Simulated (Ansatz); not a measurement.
# Ga3S2: the cost of one run

Method: DFT PBE, scalar-relativistic, plane waves, PAW, in Ansatz 0.2.0.

### Step 1. The structure to begin with

Symmetry: P-6m2, No. 187, hexagonal system. The conventional cell has a = 4.438 Å, b = 4.438 Å, c = 5.504 Å, α = 90.00°, β = 90.00°, γ = 120.00°. Around Ga (site symmetry 3m) lie 5 Ga at 2.67 to 2.93 Å and 6 S at 2.89 to 2.93 Å. Ga (site symmetry -6m2) has 5 S at 2.56 to 2.75 Å and 6 Ga at 2.93 Å in its first shell of neighbours. S (site symmetry -6m2) has 8 Ga at 2.75 to 2.89 Å in its first shell of neighbours. S (site symmetry -6m2) is surrounded by 9 Ga at 2.56 to 2.93 Å.

Structure file:

```cif
data_structure
_symmetry_space_group_name_H-M 'P 1'
_symmetry_Int_Tables_number 1
_cell_length_a 4.4376
_cell_length_b 4.4376
_cell_length_c 5.5041
_cell_angle_alpha 90.000
_cell_angle_beta 90.000
_cell_angle_gamma 120.000
_cell_volume 93.87
loop_
_atom_site_label
_atom_site_type_symbol
_atom_site_fract_x
_atom_site_fract_y
_atom_site_fract_z
_atom_site_occupancy
Ga1 Ga 0.66667 0.33333 0.24227 1
Ga2 Ga 0.66667 0.33333 0.75773 1
Ga3 Ga 0.00000 0.00000 0.50000 1
S1 S 0.00000 0.00000 0.00000 1
S2 S 0.33333 0.66667 0.50000 1
```

The cell is invented: species swapped into a database cell of Co3Ge2 (P-6m2, No. 187), with Ga on the Co sites and S on the Ge sites. Its size is a rough estimate.

### Step 2. Probe: one point on a coarse mesh

input.yaml reads:

```yaml
crystal:
  lattice:
    - [4.43759045, 0.0, 0.0]
    - [-2.21879522, 3.84306606, 0.0]
    - [0.0, 0.0, 5.50413946]
  atoms:
    - { symbol: Ga, position: [0.66666667, 0.33333333, 0.24226978] }
    - { symbol: Ga, position: [0.66666667, 0.33333333, 0.75773022] }
    - { symbol: Ga, position: [0.0, 0.0, 0.5] }
    - { symbol: S, position: [0.0, 0.0, 0.0] }
    - { symbol: S, position: [0.33333333, 0.66666667, 0.5] }
basis:
  ecutwfc: 420
kpoints:
  mp_grid: { grid: [6, 6, 4] }
hamiltonian:
  xc: pbe
scf:
  occupations: { method: gaussian, width: 0.1 }
  lower_state_search: "off"
output:
  forces: true
  stress: true
  eigenvalues: true
```

Run with:

```
> ansatz run input.yaml --threads 1 --pin off --max-ram 2560MiB --backend cpu --events-out ev --progress --plain --runs-dir out
```

What time and memory should one allow on 1 thread of AMD EPYC (Zen 3), shared host?

About 17 s, with a peak of 0.35 GiB.
